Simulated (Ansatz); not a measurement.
A run of Ansatz 0.2.0 is set up as follows.

Contents of input.yaml:

```yaml
crystal:
  lattice:
    - [5.21946336, 0.0, 0.0]
    - [0.0, 5.00476369, 0.0]
    - [0.0, 0.0, 5.03268505]
  atoms:
    - { symbol: Hf, position: [0.966994, 0.73252082, 0.74144035] }
    - { symbol: Hf, position: [0.533006, 0.73252082, 0.24144035] }
    - { symbol: Hf, position: [0.466994, 0.26747918, 0.74144035] }
    - { symbol: Hf, position: [0.033006, 0.26747918, 0.24144035] }
    - { symbol: O, position: [0.63212745, 0.9286454, 0.87926726] }
    - { symbol: O, position: [0.86787255, 0.9286454, 0.37926726] }
    - { symbol: O, position: [0.23394852, 0.53988305, 0.49229239] }
    - { symbol: O, position: [0.26605148, 0.53988305, 0.99229239] }
    - { symbol: O, position: [0.76605148, 0.46011695, 0.99229239] }
    - { symbol: O, position: [0.73394852, 0.46011695, 0.49229239] }
    - { symbol: O, position: [0.13212745, 0.0713546, 0.87926726] }
    - { symbol: O, position: [0.36787255, 0.0713546, 0.37926726] }
hamiltonian:
  xc: pbe
  pseudopotentials: { kind: paw }
kpoints:
  mp_grid: { grid: [4, 5, 4] }
scf:
  occupations: { method: fermi_dirac, width: 0.05 }
output:
  forces: true
  stress: true
  eigenvalues: true
  write_density: true
  write_potential: true
  elf: true
  volumetric_format: npy
relax:
  f_tol: 0.01
  max_steps: 40
```

Potentials or basis: Ansatz PAW.

Command:

```bash
$ ansatz run input.yaml --threads 4 --pin off --max-ram 11264MiB --backend cpu --events-out ev --progress --plain --runs-dir out
```

Question: Estimate the energy gained by relaxing.

Answer: 0.7 meV/atom.

Question: Estimate the band gap on the k mesh.

Answer: 4.53 eV, indirect (least direct gap 4.72 eV).

Stress tensor (GPa, compression positive):
```
9.02 0.00 0.00
0.00 9.08 0.00
0.00 0.00 8.63
```

Caveat: odd divisions of the mesh miss points on the zone boundary, where band edges often lie, so the gap on the mesh can be too wide; the pressure holds a Pulay correction of +0.8 GPa for the finite cutoff; spin-orbit coupling is left out, which moves the levels of the heavy elements; the thresholds are loose for stress. A k mesh can miss the band edges.
